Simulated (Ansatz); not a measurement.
# Preparing SiC (F-43m) as a host crystal

Before any defect goes in: SiC (F-43m) at rest, and how it screens a charge.

Calculated with Ansatz 0.2.0; plane-wave PAW DFT, PBEsol; relaxation of the host's cell and atoms; PAW set soft_1, in the first sound run; inputs show where later runs differ.

Report form: the programs' logs are mostly left out.

### Step 1. The structure

The structure is cubic, space group F-43m (No. 216). Conventional cell: a = 4.360 Å, b = 4.360 Å, c = 4.360 Å, α = 90.00°, β = 90.00°, γ = 90.00°. Nearest to Si lie 4 C at 1.89 Å. Nearest to C lie 4 Si at 1.89 Å. Farther neighbours are not listed.

### Step 2. Host cell relaxation

Lattice and positions are set free, within the symmetry that the program keeps.

Input file cell/input.yaml:

```yaml
crystal:
  lattice:
    - [0.0, 2.18, 2.18]
    - [2.18, 0.0, 2.18]
    - [2.18, 2.18, 0.0]
  atoms:
    - { symbol: Si, position: [0.0, 0.0, 0.0] }
    - { symbol: C, position: [0.25, 0.25, 0.25] }
basis:
  ecutwfc: 420
  xc_grid: 2
hamiltonian:
  xc: pbesol
  pseudopotentials: { kind: paw, azcp: { folder: soft_1 }, xc_functional: pbe }
kpoints:
  mp_grid: { grid: [11, 11, 11] }
scf:
  occupations: { method: fixed }
  max_iter: 100
relax:
  f_tol: 0.005
  max_steps: 60
  cell: {}
output:
  forces: true
  stress: true
checkpoint:
  write: "../cell.run"
  compress: false
  write_wavefunctions: false
  write_every: 100000
```

On the command line:

```sh
$ ansatz run input.yaml --threads 32 --pin off --max-ram 84787MiB --backend cuda --events-out ev --progress --plain --runs-dir out --max-vram 78GiB
```

Run time: 1.6 s. Hardware: 1 × NVIDIA GB200 with 32 threads of Arm Neoverse V2, shared host; peak memory 0.92 GiB; 5 s of CPU time.

Little changed from the start: no atom moved by 0.005 Å and no cell edge by 0.1 %.

This step gave:

| Property | Result |
| --- | --- |
| pressure | -6.75e-4 GPa |

### Step 3. Dielectric tensors of the host

The response to a uniform electric field gives the electronic dielectric tensor.

This step: plane-wave PAW DFPT, PBEsol; dielectric tensors, Born charges and zone-centre modes of the host; PAW set soft_1 (Ansatz 0.2.0).

Input file eps/input.yaml:

```yaml
crystal:
  lattice:
    - [0.0, 2.1784555033, 2.1784555033]
    - [2.1784555033, 0.0, 2.1784555033]
    - [2.1784555033, 2.1784555033, 0.0]
  atoms:
    - { symbol: Si, position: [0.0, 0.0, 0.0] }
    - { symbol: C, position: [0.25, 0.25, 0.25] }
basis:
  ecutwfc: 420
hamiltonian:
  xc: pbesol
  pseudopotentials: { kind: paw, azcp: { folder: soft_1 }, xc_functional: pbe }
kpoints:
  mp_grid: { grid: [9, 9, 9] }
scf:
  occupations: { method: fixed }
  max_iter: 100
phonons:
  method: dfpt
  dielectric: true
  rigid_motions: translations
```

Elapsed: 5 s, on 1 × NVIDIA GB200 with 32 threads; peak memory 1.2 GiB.

Electronic dielectric tensor:

```
7.06 0.00 0.00
0.00 7.06 0.00
0.00 0.00 7.06
```

Static dielectric tensor:

```
10.44  0.00  0.00
 0.00 10.44  0.00
 0.00  0.00 10.44
```

The electronic dielectric tensor is isotropic, 7.06. The static dielectric tensor is isotropic, 10.44.

### Step 4. Host on a dense mesh

This step: plane-wave PAW DFT, PBEsol; single point of the defect-free host, a test of the k-point sampling; PAW set soft_1 (Ansatz 0.2.0).

Input file dense/input.yaml:

```yaml
crystal:
  lattice:
    - [0.0, 2.1784555033, 2.1784555033]
    - [2.1784555033, 0.0, 2.1784555033]
    - [2.1784555033, 2.1784555033, 0.0]
  atoms:
    - { symbol: Si, position: [0.0, 0.0, 0.0] }
    - { symbol: C, position: [0.25, 0.25, 0.25] }
basis:
  ecutwfc: 420
  xc_grid: 2
hamiltonian:
  xc: pbesol
  pseudopotentials: { kind: paw, azcp: { folder: soft_1 }, xc_functional: pbe }
kpoints:
  mp_grid: { grid: [11, 11, 11] }
scf:
  occupations: { method: fermi_dirac, width: 0.01 }
  max_iter: 100
  lower_state_search: "off"
checkpoint:
  write: "../dense.run"
  compress: false
  write_wavefunctions: false
  write_every: 100000
```

The job ended after 0.81 s (1 × NVIDIA GB200 with 32 threads; peak memory 0.88 GiB).

### Step 5. Defect free supercell at the zone centre

The supercell is run at the zone centre, to see how far that sampling misses the dense mesh.

System of this step: SiC (F-43m). The cell holds 128 atoms: 64 Si and 64 C. Its edges and angles: a = 12.323 Å, b = 12.323 Å, c = 12.323 Å, α = 60.0°, β = 60.0°, γ = 60.0°.

Input file pristine.sampling_gamma/input.yaml:

```yaml
crystal:
  lattice:
    - [0.0, 8.7138220132, 8.7138220132]
    - [8.7138220132, 0.0, 8.7138220132]
    - [8.7138220132, 8.7138220132, 0.0]
  atoms:
    - { symbol: Si, position: [0.0, 0.0, 0.0] }
    - { symbol: C, position: [0.0625, 0.0625, 0.0625] }
    - { symbol: Si, position: [0.0, 0.0, 0.25] }
    - { symbol: C, position: [0.0625, 0.0625, 0.3125] }
    - { symbol: Si, position: [0.0, 0.0, 0.5] }
    - { symbol: C, position: [0.0625, 0.0625, 0.5625] }
    - { symbol: Si, position: [0.0, 0.0, 0.75] }
    - { symbol: C, position: [0.0625, 0.0625, 0.8125] }
    - { symbol: Si, position: [0.0, 0.25, 0.0] }
    - { symbol: C, position: [0.0625, 0.3125, 0.0625] }
    - { symbol: Si, position: [0.0, 0.25, 0.25] }
    - { symbol: C, position: [0.0625, 0.3125, 0.3125] }
    - { symbol: Si, position: [0.0, 0.25, 0.5] }
    - { symbol: C, position: [0.0625, 0.3125, 0.5625] }
    - { symbol: Si, position: [0.0, 0.25, 0.75] }
    - { symbol: C, position: [0.0625, 0.3125, 0.8125] }
    - { symbol: Si, position: [0.0, 0.5, 0.0] }
    - { symbol: C, position: [0.0625, 0.5625, 0.0625] }
    - { symbol: Si, position: [0.0, 0.5, 0.25] }
    - { symbol: C, position: [0.0625, 0.5625, 0.3125] }
    - { symbol: Si, position: [0.0, 0.5, 0.5] }
    - { symbol: C, position: [0.0625, 0.5625, 0.5625] }
    - { symbol: Si, position: [0.0, 0.5, 0.75] }
    - { symbol: C, position: [0.0625, 0.5625, 0.8125] }
    - { symbol: Si, position: [0.0, 0.75, 0.0] }
    - { symbol: C, position: [0.0625, 0.8125, 0.0625] }
    - { symbol: Si, position: [0.0, 0.75, 0.25] }
    - { symbol: C, position: [0.0625, 0.8125, 0.3125] }
    - { symbol: Si, position: [0.0, 0.75, 0.5] }
    - { symbol: C, position: [0.0625, 0.8125, 0.5625] }
[... 92 atom lines left out ...]
    - { symbol: Si, position: [0.75, 0.75, 0.25] }
    - { symbol: C, position: [0.8125, 0.8125, 0.3125] }
    - { symbol: Si, position: [0.75, 0.75, 0.5] }
    - { symbol: C, position: [0.8125, 0.8125, 0.5625] }
    - { symbol: Si, position: [0.75, 0.75, 0.75] }
    - { symbol: C, position: [0.8125, 0.8125, 0.8125] }
basis:
  ecutwfc: 420
  xc_grid: 2
hamiltonian:
  xc: pbesol
  pseudopotentials: { kind: paw, azcp: { folder: soft_1 }, xc_functional: pbe }
kpoints:
  mp_grid: { grid: [1, 1, 1] }
scf:
  occupations: { method: fermi_dirac, width: 0.01 }
  max_iter: 100
  lower_state_search: "off"
checkpoint:
  write: "../pristine.sampling_gamma.run"
  compress: false
  write_wavefunctions: false
  write_every: 100000
```

Run time: 1.3 s. Hardware: 1 × NVIDIA GB200 with 32 threads; peak memory 1 GiB.

### Step 6. Defect free supercell at the quarter point

The supercell is run at one point off the zone centre, to see how far that sampling misses the dense mesh.

pristine.sampling_quarter/input.yaml, as its differences from pristine.sampling_gamma/input.yaml of step 5:

```diff
@@ -50,3 +50,3 @@
 kpoints:
-  mp_grid: { grid: [1, 1, 1] }
+  mp_grid: { grid: [1, 1, 1], shift: [0.25, 0.25, 0.25] }
 scf:
@@ -56,3 +56,3 @@
 checkpoint:
-  write: "../pristine.sampling_gamma.run"
+  write: "../pristine.sampling_quarter.run"
   compress: false
```

It took 1.4 s on 1 × NVIDIA GB200 with 32 threads; peak memory 1.1 GiB; 3.4 s of CPU time.

### Step 7. Outcome

```yaml
primitive_cell_vectors_lengths: 3.081, 3.081, 3.081 Å
electronic_dielectric_constant: 7.06
static_dielectric_constant: 10.44
gap_on_the_k_mesh_of_the_response_run_pbesol: 1.39 eV
energy_an_atom_at_the_zone_centre_alone_less_that_on_the_dense_mesh: 0.065 eV
energy_an_atom_at_one_point_at_less_that_on_the_dense_mesh: 0.032 eV
```

The k-mesh can miss the band edges, so this gap is an upper bound at this level. All at zero temperature.

[Logs are printed without paths, hosts, clocks, repeated set-up lines and the standing remarks that a program may print on its own settings, such as how far it seeks lower states.]

[Hosts, paths, dates, database ids (printed as entryN), source tags and the programs' standing remarks are cut or masked in the printed files.]

[Runs of the host that timed out are not shown.]

[For some hosts the program warned that the k-mesh of the response run may be too coarse for force constants and the static dielectric constant; such warnings are not always shown.]

[The program warned that the k-mesh of a response run behind this text may be too coarse: force constants, and the static dielectric constant and all else formed from them, are not shown converged.]
